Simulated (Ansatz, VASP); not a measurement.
**TaN in two plane-wave programs**

One calculation is typed for both programs; each brings its own data sets and cutoff. How far apart do they land?

Method: plane waves, with VASP 6.6.1 beside it; single point at PBEsol, in Ansatz 0.2.0.

## (1) The structure

Symmetry: P-6m2, No. 187, hexagonal system. Conventional cell: a = 2.938 Å, b = 2.938 Å, c = 2.883 Å, α = 90.00°, β = 90.00°, γ = 120.00°. Ta has 6 N at 2.23 Å nearest. Nearest to N lie 6 Ta at 2.23 Å. Farther neighbours and most contacts between anions are not listed.

## (2) VASP: single point, PBEsol

With cell and atoms fixed, the geometry can't cause a difference; cores, projectors, grids and the points listed under the comparison can.

Lines of VASP's logs that name or quote its potential files are left out, and so is its time.

File INCAR:

```
SYSTEM = TaN
PREC = Accurate
ENCUT = 520
EDIFF = 1E-05
NELM = 100
ISMEAR = 0
SIGMA = 0.05
LREAL = .FALSE.
ALGO = Normal
GGA = PS
NBANDS = 14
LASPH = .TRUE.
LORBIT = 11
LWAVE = .FALSE.
LCHARG = .FALSE.
KPAR = 4
```

File POSCAR:

```
TaN
1.0
    2.9380000000      0.0000000000      0.0000000000
   -1.4690000000      2.5443826363      0.0000000000
    0.0000000000      0.0000000000      2.8830000000
Ta N
1 1
Direct
    0.0000000000      0.0000000000      0.5000000000
    0.6666666667      0.3333333333      0.0000000000
```

File KPOINTS:

```
Automatic mesh
0
Gamma
9 9 8
0 0 0
```

PAW data sets: Ta_pv and N (PBE family, release 64).

Command:

```sh
$ mpirun -np 4 vasp_std
```

Numbers of over 12 decimals in the logs are rounded to 6 here.

The program printed:

```text
[banner, memory and clock lines left out]
running    4 mpi-ranks, on    1 nodes
 distrk:  each k-point on    1 cores,    4 groups
 distr:  one band on    1 cores,    1 groups

 POSCAR found type information on POSCAR TaN
 POSCAR found :  2 types and       2 ions
|                                                                             |
|               ----> ADVICE to this user running VASP <----                  |
|                                                                             |
|     You enforced a specific xc type in the INCAR file but a different       |
|     [... a line on the potential file left out ...]
|     I HOPE YOU KNOW WHAT YOU ARE DOING!                                     |
|                                                                             |

 LDA part: xc-table for (Slater+PW92), standard interpolation
 POSCAR, INCAR and KPOINTS ok, starting setup
 FFT: planning ... GRIDC
 FFT: planning ... GRID_SOFT
 FFT: planning ... GRID
 WAVECAR not read
 entering main loop
       N       E                     dE             d eps       ncg     rms          rms(c)
DAV:   1     0.935998658058E+02    0.93600E+02   -0.89368E+03  1680   0.119E+03
DAV:   2    -0.229380942607E+02   -0.11654E+03   -0.11065E+03  2100   0.320E+02
DAV:   3    -0.261258248980E+02   -0.31877E+01   -0.31724E+01  1890   0.513E+01
DAV:   4    -0.261410263996E+02   -0.15202E-01   -0.15198E-01  2070   0.383E+00
DAV:   5    -0.261411188693E+02   -0.92470E-04   -0.92468E-04  1884   0.279E-01    0.238E+01
DAV:   6    -0.239348587242E+02    0.22063E+01   -0.39732E+00  1970   0.240E+01    0.102E+01
DAV:   7    -0.238405561103E+02    0.94303E-01   -0.37658E-01  2118   0.604E+00    0.697E+00
DAV:   8    -0.238082724839E+02    0.32284E-01   -0.13296E-01  2226   0.346E+00    0.140E+00
DAV:   9    -0.238034516991E+02    0.48208E-02   -0.10868E-02  1878   0.930E-01    0.204E-01
DAV:  10    -0.238033533961E+02    0.98303E-04   -0.55228E-04  2256   0.292E-01    0.125E-01
DAV:  11    -0.238033149807E+02    0.38415E-04   -0.59256E-05  1974   0.758E-02    0.130E-02
DAV:  12    -0.238033152645E+02   -0.28379E-06   -0.45741E-06  1304   0.203E-02
   1 F= -.23803315E+02 E0= -.23803240E+02  d E =-.150209E-03
```

From OUTCAR (step 2):

```text
ion  position               nearest neighbor table
   1  0.000  0.000  0.500-   2 2.23   2 2.23   2 2.23   2 2.23   2 2.23   2 2.23
   2  0.667  0.333  0.000-   1 2.23   1 2.23   1 2.23   1 2.23   1 2.23   1 2.23

  LATTYP: Found a hexagonal cell.
 ALAT       =     2.9380000000
 C/A-ratio  =     0.9812797822

 Subroutine GETGRP returns: Found 12 space group operations
 (whereof 12 operations were pure point group operations)

The static configuration has the point symmetry D_3h.

 Found     60 irreducible k-points:

   k-points           NKPTS =     60   k-points in BZ     NKDIM =     60   number of bands    NBANDS=     14

   dimension x,y,z NGX =    24 NGY =   24 NGZ =   24
   dimension x,y,z NGXF=    48 NGYF=   48 NGZF=   48

   ENCUT  =  520.0 eV  38.22 Ry    6.18 a.u.   5.46  5.46  5.36*2*pi/ulx,y,z

   NELECT =      16.0000    total number of electrons

 k-points in reciprocal lattice and weights: Automatic mesh
   0.00000000  0.00000000  0.00000000       0.002
   0.11111111 -0.00000000  0.00000000       0.009
   0.22222222 -0.00000000  0.00000000       0.009
   0.33333333 -0.00000000  0.00000000       0.009
   0.44444444 -0.00000000  0.00000000       0.009
   0.11111111  0.11111111  0.00000000       0.009
   0.22222222  0.11111111  0.00000000       0.019
   0.33333333  0.11111111  0.00000000       0.019
   0.44444444  0.11111111  0.00000000       0.009
[...]
0.33333333  0.22222222  0.50000000       0.019
   0.33333333  0.33333333  0.50000000       0.003

 average (electrostatic) potential at core
       1 -34.8236       2 -61.7571

 E-fermi :   8.1589

 k-point     1 :       0.0000    0.0000    0.0000
  band No.  band energies     occupation
    ...
      4      -9.6446      2.00000
      5       3.5289      2.00000
      6       3.5289      2.00000
      7       3.8669      2.00000
      8       5.1832      2.00000
      9      10.3063      0.00000
     10      11.6897      0.00000
     11      11.6897      0.00000
     12      12.0722      0.00000
     13      12.0722      0.00000
    ...

 k-point     2 :       0.1111   -0.0000    0.0000
  band No.  band energies     occupation
    ...
      4      -9.3902      2.00000
      5       2.8200      2.00000
      6       3.7197      2.00000
      7       4.2072      2.00000
      8       4.8285      2.00000
      9      11.0455      0.00000
     10      11.3199      0.00000
     11      11.7339      0.00000
     12      11.9433      0.00000
     13      12.3956      0.00000
    ...

 k-point     3 :       0.2222   -0.0000    0.0000
  band No.  band energies     occupation
    ...
      4      -8.7334      2.00000
      5       1.5502      2.00000
      6       4.0694      2.00000
      7       4.1785      2.00000
      8       4.8484      2.00000
      9      10.3224      0.00000
     10      11.6334      0.00000
     11      11.9854      0.00000
     12      12.9582      0.00000
     13      12.9623      0.00000
    ...

  Total       -0.5619739     -0.5619739     -0.5244013      0.0000000      0.0000000      0.0000000
  in kB      -41.7780213    -41.7780213    -38.9848169      0.0000000      0.0000000      0.0000000
  external PRESSURE =     -40.8469532 kB  Pullay stress =       0.0000000 kB

  energy-cutoff  :      520.00
  volume of cell :       21.55
      direct lattice vectors                 reciprocal lattice vectors
     2.938000000  0.000000000  0.000000000     0.340367597  0.196511324  0.000000000
    -1.469000000  2.544382636  0.000000000     0.000000000  0.393022648  0.000000000
     0.000000000  0.000000000  2.883000000     0.000000000  0.000000000  0.346860909

 POSITION                                       TOTAL-FORCE (eV/Angst)
 -----------------------------------------------------------------------------------
      0.00000      0.00000      1.44150         0.000000      0.000000      0.000000
      1.46900      0.84813      0.00000        -0.000000      0.000000      0.000000
 -----------------------------------------------------------------------------------
    total drift:                               -0.000000      0.000000      0.000000

  FREE ENERGIE OF THE ION-ELECTRON SYSTEM (eV)
  ---------------------------------------------------
  free  energy   TOTEN  =       -23.8033152645 eV

  energy  without entropy=      -23.8031650551  energy(sigma->0) =      -23.80324016

 total charge
# of ion       s       p       d       tot
------------------------------------------
    1        0.305   6.267   2.438   9.009
    2        1.221   2.491   0.000   3.712
--------------------------------------------------
tot          1.526   8.758   2.438  12.722

[... 3 further parts left out ...]
```

The run ends at a pressure of -4.08 GPa.

## (3) Ansatz: single point, PBEsol

Ansatz runs on its default PAW (the set named soft_2) files.

The same cell, functional, mesh and smearing now go to Ansatz, which takes its cutoff from its data sets.

File input.yaml:

```yaml
crystal:
  lattice:
    - [2.938, 0.0, 0.0]
    - [-1.469, 2.5443826363, 0.0]
    - [0.0, 0.0, 2.883]
  atoms:
    - { symbol: Ta, position: [0.0, 0.0, 0.5] }
    - { symbol: "N", position: [0.6666666667, 0.3333333333, 0.0] }
hamiltonian:
  xc: pbesol
  pseudopotentials: { kind: paw }
kpoints:
  mp_grid: { grid: [9, 9, 8] }
scf:
  occupations: { method: gaussian, width: 0.05 }
  n_extra_bands: 4
output:
  forces: true
  stress: true
  eigenvalues: true
  write_density: true
  write_potential: true
  elf: true
  volumetric_format: npy
```

Command:

```sh
$ ansatz run input.yaml --threads 2 --pin off --max-ram 4608MiB --backend cpu --events-out ev --progress --plain --runs-dir out
```

The program printed:

```text
scf.n_extra_bands = 4 over 9 filled bands (N_el = 18.0): the run solves 13 bands
Engine: ansatz 0.2.0, aarch64-unknown-linux-gnu
Pseudopotentials: kind: paw
Pseudopotential: Ta, paw, valence charge 13, recommended cutoff 420 eV (normal), Ta.paw.azcp
Pseudopotential: N, paw, valence charge 5, recommended cutoff 420 eV (normal), N.paw.azcp
Functional definition: PBEsol
  exchange = pbesol_x
  correlation = pbesol_c
Crystal: 2 atoms, lattice volume = 21.552 Å³
Basis set: ecut = 420 eV, 405 PW (Γ), exchange–correlation on 40×40×40 points (8 copies of the dense FFT grid, shifted against one another)
Bands: 13, of which v1, the nominal top of the filled ones, is band 9 counted from 1 (8 counted from 0)
Symmetry: 12 space group operations
Space group: P-6m2 (ITA 187), of the structure as read, at distance tolerance 2.8e-5 Å
k-points: 60 of 648 (time reversal used)
Non-local potential: Ta, projectors of the file, l = 0: 3, l = 1: 2, l = 2: 2, l = 3: 1
Non-local potential: N, projectors of the file, l = 0: 2, l = 1: 2, l = 2: 1
PAW form: soft (Blöchl's): semilocal exchange-correlation on the pseudo side does not see the compensation charge
PAW frozen core: Ta, regenerated for the run's functional, and the local potential with it (the file was generated under x = pbe(κ = 0.804, μ = 0.219515), c = pbe(β = 0.066725))
PAW frozen core: N, regenerated for the run's functional, and the local potential with it (the file was generated under x = pbe(κ = 0.804, μ = 0.219515), c = pbe(β = 0.066725))
PAW one-centre angular grid: Ta, 590 points (default); XC on 64 Gauss nodes
PAW one-centre angular grid: N, 110 points (default); XC on 64 Gauss nodes
Initial density: superposition of atomic densities (neutral atoms: chi_scale 0, normalization atom), corrected by the library's trained network
Initial wavefunctions: pseudopotential atomic-orbital guess
Functional: x = pbesol(κ = 0.804, μ = 0.123457), c = pbesol(β = 0.046)
SCF iter   1: F=—  HF=-10187.652524 eV  |F-HF|=—  |Δ(HF+E_count)|=         —  Δρ=1.72e-2  dr2=6.07e-2  ethr=1.77e-3  ⟨swp⟩=6.0  Hψ=4018  notcnv=0
preconditioner: auto → none  [insulator: Δε(μ)=0.147 eV  Ē_g=10.966 eV  σ=0.050 eV  W_gap=0.75  n_scr=8 (ndim 8)  ℏωp=25.3 eV  f_vac=0.000  D(μ)=0.11/eV (n_scr^D=0)  ε∞_Penn≈6.3]
SCF iter   2: F=—  HF=-10187.641171 eV  |F-HF|=—  |Δ(HF+E_count)|=   1.14e-2  Δρ=5.73e-3  dr2=6.79e-3  ethr=3.37e-4  ⟨swp⟩=2.0  Hψ=1466  notcnv=0
SCF iter   3: F=—  HF=-10187.640000 eV  |F-HF|=—  |Δ(HF+E_count)|=   1.17e-3  Δρ=8.50e-4  dr2=7.12e-5  ethr=3.77e-5  ⟨swp⟩=2.2  Hψ=1031  notcnv=0
SCF iter   4: F=—  HF=-10187.640028 eV  |F-HF|=—  |Δ(HF+E_count)|=   2.81e-5  Δρ=1.39e-4  dr2=1.62e-6  ethr=3.96e-7  ⟨swp⟩=2.1  Hψ=1010  notcnv=0
iter 5 did not close the SCF: its close was put off for the readings that it lacked (scf_convergence_deferred on its scf_iter line)
SCF iter   5: F=-10187.640029 eV  HF=-10187.640029 eV  |F-HF|=9.19e-9  |Δ(HF+E_count)|=   6.95e-7  Δρ=1.55e-5  dr2=1.50e-8  ethr=8.99e-9  ⟨swp⟩=2.6  Hψ=1201  notcnv=0
SCF iter   6: F=-10187.640029 eV  HF=-10187.640029 eV  |F-HF|=1.53e-10  |Δ(HF+E_count)|=   1.22e-8  Δρ=1.47e-6  dr2=3.27e-10  ethr=8.36e-11  ⟨swp⟩=5.6  Hψ=4310  notcnv=0
the search or the solves at the SCF's close seem to have found levels that the self-consistency loop had missed (the run counts 1). By its estimate they hold under 1e-12 electrons; where the run keeps them, the occupations were computed again with them
SCF 1 converged in 6 iterations: F = -10187.640029 eV  dr2 = 3.27e-10
  greatest PAW one-centre occupation: 1.000 electrons in one spin orbital (limit 2), on the Ta atom at site 0 (counted from 0), in its partial waves of l = 0
SCF converged after 6 iterations
Free energy (F): -10187.640029 eV
Harris-Foulkes:  -10187.640029 eV  (|F-HF|=1.53e-10)
Internal energy: -10187.639872 eV  (E = F + TS)
E sigma→0 (E₀):  -10187.639950 eV
Entropy (-TS):   -0.000157 eV (-0.078 meV/atom)
Fermi energy:    20.148149 eV
--- Per-component energies (eV) ---
  E_band       = -54.441709
  E_kinetic    = 498.861634
  E_local      = -604.758594  (includes V_loc(G=0)·N_el)
  E_nonlocal   = 62.485267
  E_hartree    = 202.780650
  E_xc         = -277.908364
  E_vxc        = -281.673687  (∫ρ·V_xc dr)
  E_paw        = -8395.319278  (= ΣΔE_a)
  E_vpaw       = -134.917711  (= ΣTr[D̂ρ^β])
  E_aug_tail   = 0.000191  (compensation charges beyond the density's cutoff)
  E_ewald      = -1674.023123
  E_core_change = 0.241745  (= ΣΔE_core)
  E_smearing   = -0.000157  (= −TS)
  E_closure    = 0.000000  (closes the sum)
  Σ components = -10187.640029   (vs F -10187.640029, Δ=0.00e0)
--- Forces (eV/Å), atoms counted from 1 ---
  atom   1  Ta     0.00000000     0.00000000     0.00000000
  atom   2  N      0.00000000     0.00000000     0.00000000
  max |Σ_I F_I| component: 5.18e-16 eV/Å
--- Stress (GPa, compression-positive) ---
       -4.903768       0.000000       0.000000
        0.000000      -4.903768       0.000000
        0.000000       0.000000      -4.814889
  P = ⅓ Tr σ = -4.8741 GPa (-48.741 kbar)
--- Band table (eV; the first three rows and the last of 60) ---
  k-point 0: bands = [... 5 lower, 15.5074, 15.5074, 15.8587, 17.1569, 22.2751, 23.6641, 23.6641, 24.0663]
  k-point 1: bands = [... 5 lower, 14.8318, 15.6339, 15.6339, 18.0162, 22.2394, 22.2394, 22.8168, 24.9126]
  k-point 2: bands = [... 5 lower, 13.0689, 15.9433, 15.9433, 19.7347, 20.8583, 20.8583, 24.0621, 24.7191]
  k-point 59: bands = [... 5 lower, 11.8235, 13.5070, 16.1819, 19.7178, 24.5357, 25.1335, 26.8082, 27.6450]
```

It took 2.6 s on 2 threads of Arm Neoverse N1, shared host; peak memory 0.28 GiB; 4.4 s of CPU time.

Reading the cycles: dr2 is the Hartree energy of the density residual (eV), the measure of convergence; HF is the Harris–Foulkes estimate of the energy, which meets the free energy F at convergence.

The run ends at a pressure of -4.87 GPa.

## (4) Side by side

Known differences besides the potentials themselves: the data sets hold 18 valence electrons in Ansatz (default PAW (the set named soft_2) files) and 16 in VASP; the cutoff is 420 eV in Ansatz and 520 eV in VASP; Ansatz makes its cores anew for this functional, VASP keeps those of its PBE data sets. Total energies have different zeros and are not compared.

Compared:

```csv
quantity,Ansatz,VASP,difference
pressure (GPa),-4.87,-4.08,-0.79
pressure without Ansatz's Pulay correction (GPa),-5.34,-4.08,-1.26
```

Ansatz's pressure holds a Pulay correction of 0.47 GPa; VASP's holds none.

## (5) Results

| Property | Result |
| --- | --- |
| difference in pressure (single point, PBEsol) | -0.79 GPa |

**Reading.** The difference in pressure is -0.79 GPa (single point, PBEsol), within the 1 GPa picked in this series as the mark of a large difference. How closely two codes agree says nothing of how well the functional describes the real material.

[Lines on the potential files, build, host, timing and source positions are cut from VASP's logs without a mark.]

[Logs are printed without paths, hosts, clocks, repeated set-up lines and the standing remarks that a program may print on its own settings, such as how far it seeks lower states.]

[Hosts, paths, dates, database ids (printed as entryN), source tags and the programs' standing remarks are cut or masked in the printed files.]
